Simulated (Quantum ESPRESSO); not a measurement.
# PtS2 (P-3m1) in Quantum ESPRESSO: a series of runs, part 2 of 3

Quantum ESPRESSO 7.5. Earlier steps stand in the parts before.

### Step 3. Dielectric tensor, PBEsol

File pw.in:

```
&CONTROL
  calculation = 'scf'
  prefix = 'pwscf'
  outdir = './tmp'
  pseudo_dir = './pseudo'
  tprnfor = .true.
  tstress = .true.
  disk_io = 'low'
/
&SYSTEM
  ibrav = 0
  celldm(1) = 8
  nat = 3
  ntyp = 2
  ecutwfc = 45
  ecutrho = 360
  nbnd = 21
  occupations = 'smearing'
  smearing = 'fd'
  degauss = 0.00367493
/
&ELECTRONS
  conv_thr = 6d-10
  electron_maxstep = 120
  mixing_beta = 0.5
/
ATOMIC_SPECIES
Pt   195.0840 pt_pbesol_v1.4.uspp.F.UPF
S     32.0600 s_pbesol_v1.4.uspp.F.UPF
CELL_PARAMETERS alat
  0.8369597005968   0.0000000000000   0.0000000000000
 -0.4184798502984   0.7248283626632   0.0000000000000
  0.0000000000000   0.0000000000000   1.1902439995955
ATOMIC_POSITIONS crystal
Pt     0.0000000000    0.0000000000    0.0000000000
S      0.6666666667    0.3333333333    0.7730000000
S      0.3333333333    0.6666666667    0.2270000000
K_POINTS automatic
6 6 4 0 0 0
```

File scf2.in:

```
&CONTROL
  calculation = 'scf'
  prefix = 'pwscf'
  outdir = './tmp'
  pseudo_dir = './pseudo'
  tprnfor = .true.
  tstress = .true.
  disk_io = 'low'
/
&SYSTEM
  ibrav = 0
  celldm(1) = 8
  nat = 3
  ntyp = 2
  ecutwfc = 45
  ecutrho = 360
  nbnd = 21
  occupations = 'fixed'
/
&ELECTRONS
  conv_thr = 1d-13
  electron_maxstep = 120
  mixing_beta = 0.5
  startingpot = 'file'
  startingwfc = 'file'
/
ATOMIC_SPECIES
Pt   195.0840 pt_pbesol_v1.4.uspp.F.UPF
S     32.0600 s_pbesol_v1.4.uspp.F.UPF
CELL_PARAMETERS alat
  0.8369597005968   0.0000000000000   0.0000000000000
 -0.4184798502984   0.7248283626632   0.0000000000000
  0.0000000000000   0.0000000000000   1.1902439995955
ATOMIC_POSITIONS crystal
Pt     0.0000000000    0.0000000000    0.0000000000
S      0.6666666667    0.3333333333    0.7730000000
S      0.3333333333    0.6666666667    0.2270000000
K_POINTS automatic
6 6 4 0 0 0
```

File ph.in:

```
dielectric of PtS2
&INPUTPH
  prefix = 'pwscf'
  outdir = './tmp'
  tr2_ph = 1d-18
  fildyn = 'dyn'
  niter_ph = 90
  alpha_mix(1) = 0.7
  epsil = .true.
  trans = .false.
  zeu = .true.
/
0.0000000000 0.0000000000 0.0000000000
```

Potentials or basis: GBRV 1.5 PBEsol.

Command:

```console
> OMP_NUM_THREADS=1 pw.x -in pw.in > pw.out
> OMP_NUM_THREADS=1 pw.x -in scf2.in > scf2.out
> OMP_NUM_THREADS=1 ph.x -in ph.in > ph.out
```

pw.out:

```text
This program is part of the open-source Quantum ESPRESSO suite
     for quantum simulation of materials; please cite
[... 9 lines left out ...]
     --------------------
     sticks:   dense  smooth     PW     G-vecs:    dense   smooth      PW
     Sum        1111     559    163                42615    15071    2561

     Using Slab Decomposition

     bravais-lattice index     =            0
     lattice parameter (alat)  =       8.0000  a.u.
     unit-cell volume          =     369.6968 (a.u.)^3
     number of atoms/cell      =            3
     number of atomic types    =            2
     number of electrons       =        28.00
     number of Kohn-Sham states=           21
     kinetic-energy cutoff     =      45.0000  Ry
     charge density cutoff     =     360.0000  Ry
     scf convergence threshold =      6.0E-10
     mixing beta               =       0.5000
     number of iterations used =            8  plain     mixing
     Exchange-correlation= SLA  PW   PSX  PSC
                           (   1   4  10   8   0   0   0)

     celldm(1)=   8.000000  celldm(2)=   0.000000  celldm(3)=   0.000000
     celldm(4)=   0.000000  celldm(5)=   0.000000  celldm(6)=   0.000000

     crystal axes: (cart. coord. in units of alat)
               a(1) = (   0.836960   0.000000   0.000000 )
               a(2) = (  -0.418480   0.724828   0.000000 )
               a(3) = (   0.000000   0.000000   1.190244 )

     reciprocal axes: (cart. coord. in units 2 pi/alat)
               b(1) = (  1.194801  0.689818 -0.000000 )
               b(2) = (  0.000000  1.379637  0.000000 )
               b(3) = (  0.000000 -0.000000  0.840164 )

     PseudoPot. # 1 for Pt read from file:
     pt_pbesol_v1.4.uspp.F.UPF
     Pseudo is Ultrasoft + core correction, Zval = 16.0
     Generated by new atomic code, or converted to UPF format
     Using radial grid of  985 points,  6 beta functions with:
                l(1) =   0
                l(2) =   0
                l(3) =   1
                l(4) =   1
                l(5) =   2
                l(6) =   2
     Q(r) pseudized with  8 coefficients,  rinner =    1.300   1.300   1.300
                                                       1.300   1.300

     PseudoPot. # 2 for S  read from file:
     s_pbesol_v1.4.uspp.F.UPF
     Pseudo is Ultrasoft + core correction, Zval =  6.0
     Generated by new atomic code, or converted to UPF format
     Using radial grid of  907 points,  6 beta functions with:
                l(1) =   0
                l(2) =   0
                l(3) =   1
                l(4) =   1
                l(5) =   2
                l(6) =   2
     Q(r) pseudized with  8 coefficients,  rinner =    1.300   1.300   1.300
                                                       1.300   1.300

     atomic species   valence    mass     pseudopotential
     Pt               16.00   195.08400     Pt( 1.00)
     S                 6.00    32.06000     S ( 1.00)

     12 Sym. Ops., with inversion, found

   Cartesian axes

     site n.     atom                  positions (alat units)
         1        Pt     tau(   1) = (   0.0000000   0.0000000   0.0000000  )
         2        S      tau(   2) = (   0.4184799   0.2416095   0.9200586  )
         3        S      tau(   3) = (  -0.0000000   0.4832189   0.2701854  )

     number of k points=    24  Fermi-Dirac smearing, width (Ry)=  0.0037
                       cart. coord. in units 2pi/alat
        k(    1) = (   0.0000000   0.0000000   0.0000000), wk =   0.0138889
        k(    2) = (   0.0000000   0.0000000   0.2100410), wk =   0.0277778
        k(    3) = (   0.0000000   0.0000000  -0.4200819), wk =   0.0138889
        k(    4) = (   0.0000000   0.2299395   0.0000000), wk =   0.0833333
        k(    5) = (   0.0000000   0.2299395   0.2100410), wk =   0.0833333
        k(    6) = (   0.0000000   0.2299395  -0.4200819), wk =   0.0833333
[... 16 lines left out ...]
        k(   23) = (   0.0000000   0.4598790  -0.2100410), wk =   0.0833333
        k(   24) = (  -0.1991334   0.5748487  -0.2100410), wk =   0.1666667

     Dense  grid:    42615 G-vectors     FFT dimensions: (  45,  45,  60)

     Smooth grid:    15071 G-vectors     FFT dimensions: (  30,  30,  45)

     Check: negative core charge=   -0.000001

     Initial potential from superposition of free atoms

     starting charge      27.4999, renormalised to      28.0000

     negative rho (up, down):  1.820E-01 0.000E+00
     Starting wfcs are   20 randomized atomic wfcs +    1 random wfcs

     Self-consistent Calculation

     iteration #  1     ecut=    45.00 Ry     beta= 0.50
     Davidson diagonalization with overlap
     ethr =  1.00E-02,  avg # of iterations =  5.0

     negative rho (up, down):  1.683E-01 0.000E+00

     total energy              =    -257.60284449 Ry
     estimated scf accuracy    <       2.27226805 Ry

     iteration #  2     ecut=    45.00 Ry     beta= 0.50
     Davidson diagonalization with overlap
     ethr =  8.12E-03,  avg # of iterations =  2.0

     negative rho (up, down):  1.728E-01 0.000E+00

     total energy              =    -258.29816450 Ry
     estimated scf accuracy    <       2.50802394 Ry
[... 64 lines left out ...]
     iteration # 10     ecut=    45.00 Ry     beta= 0.50
     Davidson diagonalization with overlap
     ethr =  9.47E-12,  avg # of iterations =  3.6

     negative rho (up, down):  1.708E-01 0.000E+00

     total energy              =    -258.66262343 Ry
     estimated scf accuracy    <          1.9E-09 Ry

     iteration # 11     ecut=    45.00 Ry     beta= 0.50
     Davidson diagonalization with overlap
     ethr =  6.82E-12,  avg # of iterations =  1.5

     negative rho (up, down):  1.708E-01 0.000E+00

     End of self-consistent calculation

          k = 0.0000 0.0000 0.0000 (  1875 PWs)   bands (ev):

   -43.2217 -43.2217 -43.0478  -4.9407  -1.6353   3.5705   3.5705   3.6977
     6.6436   6.6436   8.8536   9.5183   9.5183  10.5313  13.1041  13.1041
    15.2935  16.2571  18.4113  18.4113  22.4863

          k = 0.0000 0.0000 0.2100 (  1892 PWs)   bands (ev):

   -43.2217 -43.2217 -43.0478  -4.8131  -1.9901   3.5804   3.5804   4.2927
     6.6317   6.6317   8.6097   9.4222   9.4222  10.0625  13.3367  13.3367
    15.5053  17.1299  18.2780  18.2780  21.1869

          k = 0.0000 0.0000-0.4201 (  1868 PWs)   bands (ev):

   -43.2217 -43.2217 -43.0478  -4.6600  -2.3407   3.5904   3.5904   4.9929
     6.6205   6.6205   8.1244   9.3311   9.3311   9.7514  13.5850  13.5850
    15.9707  17.8855  18.0992  18.0992  20.0019
[... 25 lines left out ...]
          k = 0.0000 0.4599 0.2100 (  1878 PWs)   bands (ev):

   -43.2394 -43.2262 -43.0455  -3.5770  -2.3323   3.5023   4.2249   4.6469
     5.7779   6.4375   7.4654   8.7477   8.7552  10.1306  11.5505  12.7241
    15.6511  17.0353  19.6650  20.0732  21.0402

          k = 0.0000 0.4599-0.4201 (  1892 PWs)   bands (ev):

   -43.2394 -43.2262 -43.0456  -3.4154  -2.5394   3.4894   4.2285   4.5600
     6.0312   6.3953   7.6113   8.5405   8.8273   9.7396  12.0935  12.6198
    15.7954  17.0593  19.0068  20.7646  20.9677

          k = 0.0000-0.6898 0.0000 (  1900 PWs)   bands (ev):

   -43.2454 -43.2277 -43.0448  -2.8971  -2.6200   3.0321   4.4335   5.3786
     6.2433   7.2174   7.3190   7.4022   7.6293   8.2965  12.3972  13.4920
    16.0733  17.0207  18.7374  18.9467  21.4545

          k = 0.0000-0.6898 0.2100 (  1888 PWs)   bands (ev):

   -43.2454 -43.2277 -43.0448  -2.9500  -2.5212   2.9113   4.3833   5.2795
     5.9758   7.2976   7.3697   7.3890   7.8152   8.7706  12.8069  13.0882
    15.5390  16.6364  19.4158  19.6292  20.8149

          k = 0.0000-0.6898-0.4201 (  1876 PWs)   bands (ev):

   -43.2453 -43.2277 -43.0448  -2.9845  -2.4392   2.7856   4.3362   5.2517
     5.7179   7.3060   7.3682   7.5360   7.9132   9.2913  12.7275  12.9937
    15.9325  16.0310  18.3263  20.7523  20.8420

          k = 0.1991 0.3449 0.0000 (  1877 PWs)   bands (ev):

   -43.2354 -43.2265 -43.0459  -3.9088  -2.1781   4.1022   4.2642   4.6304
     5.4431   5.8961   7.4817   8.6859   8.9475  10.4262  12.0004  12.5873
    16.7737  17.7667  18.9163  19.7635  19.9874

          k = 0.1991 0.3449 0.2100 (  1877 PWs)   bands (ev):

   -43.2354 -43.2265 -43.0459  -3.7944  -2.3374   3.8604   4.0851   4.9490
     5.5993   5.9374   7.5398   8.8865   9.1426   9.9756  11.9776  12.5238
    16.8584  17.8742  18.6943  19.0876  20.9065

          k = 0.1991 0.3449-0.4201 (  1880 PWs)   bands (ev):
[... 41 lines left out ...]
          k = 0.0000 0.2299-0.2100 (  1877 PWs)   bands (ev):

   -43.2276 -43.2232 -43.0470  -4.4396  -2.1433   3.6503   3.8355   4.6771
     6.1047   6.3640   8.0877   9.1341   9.3659  10.2822  12.0949  13.2260
    16.7896  17.8327  17.9837  19.0086  20.1353

          k = 0.0000 0.4599-0.2100 (  1878 PWs)   bands (ev):

   -43.2394 -43.2262 -43.0455  -3.4958  -2.4790   3.7786   4.2807   4.7850
     5.7013   6.3311   7.5909   8.4554   8.6714   8.9079  12.8680  13.0834
    15.7420  17.6622  19.3510  19.8826  19.9089

          k =-0.1991 0.5748-0.2100 (  1889 PWs)   bands (ev):

   -43.2424 -43.2307 -43.0448  -2.8932  -2.6086   3.4601   4.2722   5.0908
     5.7201   6.1748   7.3463   7.6248   8.6159   9.1102  12.2653  12.8751
    16.3932  17.8682  19.1494  19.3993  20.5786

     the Fermi energy is    11.0983 ev

!    total energy              =    -258.66262343 Ry
     estimated scf accuracy    <          5.9E-12 Ry
     smearing contrib. (-TS)   =      -0.00000090 Ry
     internal energy E=F+TS    =    -258.66262252 Ry

     The total energy is F=E-TS. E is the sum of the following terms:
     one-electron contribution =     -98.41350647 Ry
     hartree contribution      =      64.08192611 Ry
     xc contribution           =     -73.45217434 Ry
     ewald contribution        =    -150.87886783 Ry

     convergence has been achieved in  11 iterations

     negative rho (up, down):  1.708E-01 0.000E+00

     Forces acting on atoms (cartesian axes, Ry/au):

     atom    1 type  1   force =     0.00000000   -0.00000000    0.00000000
     atom    2 type  2   force =     0.00000000    0.00000000   -0.03668192
     atom    3 type  2   force =     0.00000000    0.00000000    0.03668192

     Total force =     0.051876     Total SCF correction =     0.000001

     Computing stress (Cartesian axis) and pressure

     negative rho (up, down):  1.708E-01 0.000E+00
          total   stress  (Ry/bohr**3)                   (kbar)     P=       60.81
   0.00042770  -0.00000000   0.00000000           62.92       -0.00        0.00
  -0.00000000   0.00042770   0.00000000           -0.00       62.92        0.00
   0.00000000   0.00000000   0.00038463            0.00        0.00       56.58

=------------------------------------------------------------------------------=
   JOB DONE.
=------------------------------------------------------------------------------=
```

It took 2.2 min on 1 thread of Intel Xeon 6975P-C (Granite Rapids), shared host; peak memory 0.2 GiB.

What came out:

```yaml
Free_energy: -3519.2843 eV
Pressure: 6.1 GPa
Largest_force: 0.943 eV/Å
Band_gap_on_the_k_mesh: 0.90 eV, indirect (least direct gap 1.42 eV)
Electronic_dielectric_tensor_diagonal: 19.67, 19.67, 9.39
Born_charges_mean_of_the_diagonal: Pt +1.73; S -0.89 e
```

Forces in eV/Å, atoms in the order of the input:
```
Pt   0.000  0.000  0.000
S    0.000  0.000 -0.943
S    0.000  0.000  0.943
```

Stress tensor (GPa, compression positive):
```
6.29 0.00 0.00
0.00 6.29 0.00
0.00 0.00 5.66
```

Levels at points of the mesh, in eV from the valence-band top:
```tsv
k point	band 12	band 13	band 14	band 15	band 16	band 17
(0.00, 0.00, 0.00)	-1.13	-1.13	-0.12	2.46	2.46	4.65
(0.00, 0.00, -0.50)	-1.32	-1.32	-0.90	2.94	2.94	5.32
(0.00, -0.50, 0.00)	-3.25	-3.02	-2.35	1.75	2.84	5.43
(0.00, -0.50, -0.50)	-3.11	-2.73	-1.36	2.08	2.35	5.28
```

Electronic dielectric tensor:
```
19.67  0.00  0.00
 0.00 19.67  0.00
 0.00  0.00  9.39
```

Born effective charge tensors (e):
atom 1, Pt
```
 2.92  0.00  0.00
 0.00  2.92  0.00
 0.00  0.00 -0.64
```
atom 2, S
```
-1.50  0.00  0.00
 0.00 -1.50  0.00
 0.00  0.00  0.32
```
atom 3, S
```
-1.50  0.00  0.00
 0.00 -1.50  0.00
 0.00  0.00  0.32
```

Caveat: the mesh is thin for the dielectric tensor, Born charges and intensities, which usually come out too large; the cell is more than 3 GPa from zero pressure, which shifts response properties; on a mesh that holds Γ this program's dielectric tensor can be off by some percent beyond the error of the mesh; spin-orbit coupling is left out, which moves the levels of the heavy elements; the Born charges break their sum rule by 0.06 e, a sign of too thin a mesh.

### Step 4. Dielectric tensor, PBEsol

pw.in, as its differences from that of step 3:

```diff
@@ -38,2 +38,2 @@
 K_POINTS automatic
-6 6 4 0 0 0
+8 8 4 0 0 0
```

scf2.in, as its differences from that of step 3:

```diff
@@ -38,2 +38,2 @@
 K_POINTS automatic
-6 6 4 0 0 0
+8 8 4 0 0 0
```

ph.in is that of step 3.

Potentials or basis: GBRV 1.5 PBEsol.

Command:

```console
> OMP_NUM_THREADS=1 pw.x -in pw.in > pw.out
> OMP_NUM_THREADS=1 pw.x -in scf2.in > scf2.out
> OMP_NUM_THREADS=1 ph.x -in ph.in > ph.out
```

pw.out:

```text
This program is part of the open-source Quantum ESPRESSO suite
     for quantum simulation of materials; please cite
[... 9 lines left out ...]
     --------------------
     sticks:   dense  smooth     PW     G-vecs:    dense   smooth      PW
     Sum        1111     559    163                42615    15071    2561

     Using Slab Decomposition

     bravais-lattice index     =            0
     lattice parameter (alat)  =       8.0000  a.u.
     unit-cell volume          =     369.6968 (a.u.)^3
     number of atoms/cell      =            3
     number of atomic types    =            2
     number of electrons       =        28.00
     number of Kohn-Sham states=           21
     kinetic-energy cutoff     =      45.0000  Ry
     charge density cutoff     =     360.0000  Ry
     scf convergence threshold =      6.0E-10
     mixing beta               =       0.5000
     number of iterations used =            8  plain     mixing
     Exchange-correlation= SLA  PW   PSX  PSC
                           (   1   4  10   8   0   0   0)

[... 412 lines left out ...]
     5.6423   6.3946   7.3439   7.5090   8.5398   8.9054  12.4794  12.9849
    16.0535  17.5233  19.1241  19.5570  20.5662

     the Fermi energy is    11.0551 ev

!    total energy              =    -258.66281556 Ry
     estimated scf accuracy    <          1.8E-11 Ry
     smearing contrib. (-TS)   =      -0.00000123 Ry
     internal energy E=F+TS    =    -258.66281433 Ry

     The total energy is F=E-TS. E is the sum of the following terms:
     one-electron contribution =     -98.41242722 Ry
     hartree contribution      =      64.08011708 Ry
     xc contribution           =     -73.45163636 Ry
     ewald contribution        =    -150.87886783 Ry

     convergence has been achieved in  11 iterations

     negative rho (up, down):  1.708E-01 0.000E+00

     Forces acting on atoms (cartesian axes, Ry/au):

     atom    1 type  1   force =     0.00000000   -0.00000000    0.00000000
     atom    2 type  2   force =     0.00000000   -0.00000000   -0.03642265
     atom    3 type  2   force =    -0.00000000   -0.00000000    0.03642265

     Total force =     0.051509     Total SCF correction =     0.000009

     Computing stress (Cartesian axis) and pressure

     negative rho (up, down):  1.708E-01 0.000E+00
          total   stress  (Ry/bohr**3)                   (kbar)     P=       60.34
   0.00042722   0.00000000  -0.00000000           62.85        0.00       -0.00
  -0.00000000   0.00042722  -0.00000000           -0.00       62.85       -0.00
  -0.00000000  -0.00000000   0.00037618           -0.00       -0.00       55.34

=------------------------------------------------------------------------------=
   JOB DONE.
=------------------------------------------------------------------------------=
```

It took 3.3 min on 1 thread of Intel Xeon 6975P-C (Granite Rapids), shared host; peak memory 0.21 GiB.

What came out:

| Property | Result |
| --- | --- |
| Free energy | -3519.2869 eV |
| Pressure | 6.0 GPa |
| Largest force | 0.936 eV/Å |
| Band gap on the k mesh | 0.83 eV, indirect (least direct gap 0.88 eV) |
| Electronic dielectric tensor (diagonal) | 19.21, 19.21, 11.90 |
| Born charges (mean of the diagonal) | Pt +1.74; S -0.87 e |

Forces in eV/Å, atoms in the order of the input:
```
Pt   0.000  0.000  0.000
S    0.000  0.000 -0.936
S    0.000  0.000  0.936
```

Levels at points of the mesh, in eV from the valence-band top:
| k point | band 11 | band 12 | band 13 | band 14 | band 15 | band 16 | band 17 | band 18 |
| --- | --- | --- | --- | --- | --- | --- | --- | --- |
| (0.00, 0.00, 0.00) | -1.77 | -1.11 | -1.11 | -0.09 | 2.48 | 2.48 | 4.67 | 5.63 |
| (0.00, 0.00, -0.50) | -2.50 | -1.30 | -1.30 | -0.88 | 2.96 | 2.96 | 5.34 | 7.26 |
| (0.00, -0.50, 0.00) | -3.31 | -3.22 | -3.00 | -2.33 | 1.77 | 2.86 | 5.45 | 6.39 |
| (0.00, -0.50, -0.50) | -3.26 | -3.09 | -2.71 | -1.33 | 2.10 | 2.37 | 5.31 | 5.40 |

Electronic dielectric tensor:
```
19.21  0.00  0.00
 0.00 19.21  0.00
 0.00  0.00 11.90
```

Born effective charge tensors (e):
atom 1, Pt
```
 2.91  0.00  0.00
 0.00  2.91  0.00
 0.00  0.00 -0.59
```
atom 2, S
```
-1.45  0.00  0.00
 0.00 -1.45  0.00
 0.00  0.00  0.28
```
atom 3, S
```
-1.45  0.00  0.00
 0.00 -1.45  0.00
 0.00  0.00  0.28
```

Caveat: the mesh is thin for the dielectric tensor, Born charges and intensities, which usually come out too large; the cell is more than 3 GPa from zero pressure, which shifts response properties; on a mesh that holds Γ this program's dielectric tensor can be off by some percent beyond the error of the mesh; spin-orbit coupling is left out, which moves the levels of the heavy elements. A k mesh can miss the band edges.

(Continued in part 3 of 3.)
